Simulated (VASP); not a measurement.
A run of VASP 6.6.1 is set up as follows.

File INCAR:

```
PREC = Accurate
ENCUT = 600
EDIFF = 1E-6
ISMEAR = 0
SIGMA = 0.05
LREAL = F
LASPH = T
NELM = 60
ALGO = Normal
ISIF = 3
LWAVE = F
LCHARG = F
METAGGA = R2SCAN
LMIXTAU = T
IBRION = 2
NSW = 40
EDIFFG = -0.01
```

KPOINTS

```
regular mesh
0
Gamma
  9 9 7
```

POSCAR

```
LiH
1.0
    0.0000000000     -2.0325000000     -2.0325000000
    0.0000000000      2.0325000000     -2.0325000000
    4.0650000000      0.0000000000      0.0000000000
Li H
2 2
Direct
    0.5262936500      0.4997788000      0.5092167000
    0.9737063500      0.0002212000      0.9907833000
    0.4956849500      0.5536979200      0.9495694100
    0.0043150500      0.9463020800      0.5504305900
```

Potentials or basis: VASP PAW PBE potentials, release 64 (Li_sv, H).

The run is started by

```bash
$ cat potpaw_PBE.64/Li_sv/POTCAR potpaw_PBE.64/H/POTCAR > POTCAR
$ mpirun -np 1 vasp_std > vasp.out
```

**Question.** What does it give for the relaxed cell?

**Answer.** a = 2.827 Å, b = 2.827 Å, c = 3.988 Å, α = 90.00°, β = 90.02°, γ = 90.06°.

**Question.** Predict the relaxed volume.

**Answer.** 7.97 Å³/atom.

**Question.** Predict the space group after relaxing (to 0.05 Å).

**Answer.** Fm-3m (No. 225).

Final structure:
```
Li H
1.0
    -0.00044   -2.00019   -1.99818
     0.00000    2.00031   -1.99825
     3.98794    0.00031    0.00052
Li H
2 2
Direct
  0.50026 0.50005 0.49996
  0.99974 0.99995 0.00004
  0.49993 0.49994 0.99979
  0.00007 0.00006 0.50021
```

Caveat: the cutoff is under 1.25 times the usual one of these potentials, so pressure, stress and relaxed cells hold a basis-set (Pulay) error; the PAW data sets were made with another functional, which shifts forces and pressure a little.
